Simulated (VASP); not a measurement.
Set up this calculation in VASP 6.6.1, as the native input.

```yaml
Task: single point
Functional: PBE
Potentials_or_basis: VASP PAW PBE potentials, release 64 (Cu, O)
Cutoff: 520 eV
k_mesh: 6 × 6 × 6
Occupations: gaussian, width 0.015 eV
Spin: no spin polarisation
Further_INCAR_settings: ALGO = Normal; EDIFF = 1e-06
```

The structure of Cu2O (Cuprite) lies in POSCAR:

```
Cu2O
1.0
    4.2600000000      0.0000000000      0.0000000000
    0.0000000000      4.2600000000      0.0000000000
    0.0000000000      0.0000000000      4.2600000000
Cu O
4 2
Direct
    0.7500000000      0.2500000000      0.7500000000
    0.7500000000      0.7500000000      0.2500000000
    0.2500000000      0.7500000000      0.7500000000
    0.2500000000      0.2500000000      0.2500000000
    0.5000000000      0.5000000000      0.5000000000
    0.0000000000      0.0000000000      0.0000000000
```

One way to write it, as run:

INCAR

```
PREC = Accurate ; ENCUT = 520
EDIFF = 1E-6 ; ISMEAR = 0
SIGMA = 0.015 ; LREAL = False
LASPH = True ; NELM = 100
ALGO = Normal ; ISIF = 2
LWAVE = False ; LCHARG = False
GGA = PE
```

KPOINTS

```
regular mesh
0
Gamma
  6 6 6
```

Potentials or basis: VASP PAW PBE potentials, release 64 (Cu, O).

Command:

```console
$ cat potpaw_PBE.64/Cu/POTCAR potpaw_PBE.64/O/POTCAR > POTCAR
$ mpirun -np 1 vasp_std > vasp.out
```

Results of the run:

The pressure is 4.0 GPa and the band gap on the k mesh is 0.54 eV, direct.

Wall time 19 s on 1 thread of Intel(R) Xeon(R) 6975P-C (Granite Rapids), with other jobs on the host, peak memory 0.19 GiB.
